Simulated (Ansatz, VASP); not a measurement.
GaP: VASP beside Ansatz

The input POSCAR:

```
GaP
1.0
    0.0000000000      2.7523852029      2.7523852029
    2.7523852029      0.0000000000      2.7523852029
    2.7523852029      2.7523852029      0.0000000000
Ga P
1 1
Direct
    0.0000000000      0.0000000000      0.0000000000
    0.2500000000      0.2500000000      0.2500000000
```

The input INCAR.step1:

```
SYSTEM = GaP
  ALGO = Normal
  EDIFF = 1E-4
  ENCUT = 520
  GGA = PE
  ISMEAR = 0
  LASPH = .True.
  LCHARG = .False.
  LREAL = .False.
  LWAVE = .True.
  NBANDS = 16
  NELM = 80
  PREC = Accurate
  SIGMA = 0.01
```

File INCAR.step2:

```
SYSTEM = GaP
  ALGO = Normal
  EDIFF = 1E-6
  ENCUT = 520
  ISIF = 2
  ISMEAR = 0
  ISTART = 1
  LASPH = .True.
  LCHARG = .False.
  LMIXTAU = .True.
  LREAL = .False.
  LWAVE = .False.
  METAGGA = R2SCAN
  NBANDS = 16
  NELM = 80
  PREC = Accurate
  SIGMA = 0.01
```

The input KPOINTS:

```
k-points
0
Gamma
  6 6 6
  0 0 0
```

Input for Ansatz:

```yaml
crystal:
  lattice:
    - [0.0, 2.7523852029, 2.7523852029]
    - [2.7523852029, 0.0, 2.7523852029]
    - [2.7523852029, 2.7523852029, 0.0]
  atoms:
    - { symbol: Ga, position: [0.0, 0.0, 0.0] }
    - { symbol: P, position: [0.25, 0.25, 0.25] }
kpoints:
  mp_grid: { grid: [6, 6, 6] }
hamiltonian:
  xc: r2scan
scf:
  occupations: { method: fixed }
  n_extra_bands: 4
output:
  forces: true
  stress: true
  eigenvalues: true
```

Alike in both runs: task single point; functional r2SCAN; k mesh 6 × 6 × 6; no spin polarisation.

|  | VASP | Ansatz |
| --- | --- | --- |
| version | VASP 6.6.1 | Ansatz 0.2.0 |
| potentials or method | VASP PAW PBE potentials, release 64 (Ga_d, P) | plane waves, PAW |
| plane-wave cutoff (eV) | 520 | 500 |
| occupations | gaussian, width 0.01 eV | fixed |
| valence electrons in the cell | 18 | 18 |

Ansatz gave:

| Property | Result |
| --- | --- |
| gap on the k mesh at the Fermi level (eV) | 1.94 |
| pressure (GPa) | -2.4 |

Q: Estimate VASP's values.

A: gap on the k mesh at the Fermi level (eV): 1.94; pressure (GPa): -2.5.

Caveats: the PAW data sets were made with another functional, which shifts forces and pressure a little (VASP). A k mesh can miss the band edges. r2SCAN opens gaps a little over a GGA but as a rule still falls short of measured ones.
